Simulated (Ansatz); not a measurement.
# What DFT gives for Cs$_{2}$HgS$_{2}$

```
Hg Cs S
1.0
     7.98528    0.00000    0.00000
     0.00000   10.07825    0.00000
     0.00000    0.00000    4.59630
Hg Cs S
2 4 4
Cartesian
  3.9926 5.0391 0.0000
  0.0000 0.0000 0.0000
  3.1320 8.3963 2.2981
  4.8533 1.6820 2.2981
  7.1246 6.7211 2.2981
  0.8607 3.3572 2.2981
  1.8386 5.9910 0.0000
  6.1467 4.0872 0.0000
  5.8312 9.1264 0.0000
  2.1540 0.9519 0.0000
```

The numbers come from plane-wave PAW DFT (Ansatz): PBE, no spin polarisation, 420 eV, 4×3×6 Γ-centred k points, fermi-dirac occupations (width 0.1187 eV). Nothing was relaxed.

Is it stable against the elements?

-0.87 eV an atom against the elements' usual phases (free molecules for gases, crystals otherwise, with no correction for O₂ or N₂), so it is bound against them; other compounds may still compete. Relaxing would lower it.

Metal or insulator? Give the gap.

The gap is 2.18 eV, indirect (the least direct gap found is 2.22 eV). A semilocal functional usually gives too small a gap.

What do density and ELF say about some of the short contacts?

Hg–S at 2.35 Å: least valence density 0.68 e/Å³ and ELF 0.51 there. Cs–S at 3.57 Å: least valence density 0.08 e/Å³ and ELF 0.07 there, a closed-shell (ionic or weak) contact. Cs–Cs at 3.78 Å: least valence density 0.05 e/Å³ and ELF 0.03 there, a closed-shell (ionic or weak) contact. Both are smooth PAW fields, read partly inside the augmentation spheres.

How is the charge shared?

Bader charges in e: Cs +0.78, Hg +0.27, S -0.92. In the mean Cs gives up most and S takes most.

Origin: a known structure type with other elements, at an estimated volume, so it need not be a known compound. Caveats: no spin-orbit coupling, which can shift this gap by tenths of an eV.
